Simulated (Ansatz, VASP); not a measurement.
## In: VASP beside Ansatz

```xyz
1
Lattice="-1.6543 1.6543 2.3379 1.6543 -1.6543 2.3379 1.6543 1.6543 -2.3379" Properties=species:S:1:pos:R:3 pbc="T T T"
In    0.0000    0.0000    0.0000
```

Alike in both runs: functional PBEsol; k mesh 18 × 18 × 18; occupations gaussian, width 0.1 eV; no spin polarisation.

Ansatz relaxed the structure, and its values are those at the end. VASP's run is a single point on that final structure, the one shown.

|  | VASP | Ansatz |
| --- | --- | --- |
| version | VASP 6.6.1 | Ansatz 0.2.0 |
| potentials or method | VASP PAW PBE potentials, release 64 (In_d) | scalar-relativistic, plane waves, PAW |
| plane-wave cutoff (eV) | 520 | 420 |
| valence electrons in the cell | 13 | 13 |

```csv
,VASP,Ansatz,Ansatz less VASP
gap on the k mesh at the Fermi level (eV),none,none,-
pressure (GPa),0.0,0.0,+0.01
```

A gap of «none» marks a metal or a gap that the smearing closes. The functional is the same, so the differences come from potentials, cutoffs and numerics. Ansatz warned: «pseudo_functional_mismatch».

Caveats: the PAW data sets were made with another functional, which shifts forces and pressure a little (VASP).
